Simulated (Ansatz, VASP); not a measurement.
WSe2: VASP beside Ansatz

```xyz
6
Lattice="3.3199 0.0000 0.0000 -1.6600 2.8751 0.0000 0.0000 0.0000 13.7372" Properties=species:S:1:pos:R:3 pbc="T T T"
W     1.6600    0.9584   10.3029
W     0.0000    1.9168    3.4343
Se    0.0000    1.9168   11.9651
Se    1.6600    0.9584    5.0965
Se    0.0000    1.9168    8.6407
Se    1.6600    0.9584    1.7721
```

The cell is a database's computed one.

Alike in both runs: task single point; functional LDA; k mesh 6 × 6 × 2; occupations gaussian, width 0.1 eV; no spin polarisation.

|  | VASP | Ansatz |
| --- | --- | --- |
| version | VASP 6.6.1 | Ansatz 0.2.0 |
| potentials or method | VASP PAW LDA potentials, release 64 (W_sv, Se) | scalar-relativistic, plane waves, PAW |
| plane-wave cutoff (eV) | 520 | 420 |
| valence electrons in the cell | 52 | 92 |

```tsv
	VASP	Ansatz	Ansatz less VASP
gap on the k mesh at the Fermi level (eV)	1.15	1.16	+0.006
least direct gap on the mesh (eV)	1.45	1.44	-0.003
pressure (GPa)	-4.7	-5.3	-0.63
largest component of the traceless stress (GPa)	1.20	1.09	-0.115
rms of the force components (eV/Å)	0.110	0.154	+0.0439
```

Atom by atom the forces differ by 0.044 eV/Å (rms over components). The two sets of potentials don't hold the same shells in valence. Ansatz warned: «pseudo_functional_mismatch».

Caveats: spin-orbit coupling is left out, which moves the levels of the heavy elements. A k mesh can miss the band edges. Expect the measured gap to be larger: semilocal functionals such as LDA lack the derivative discontinuity.
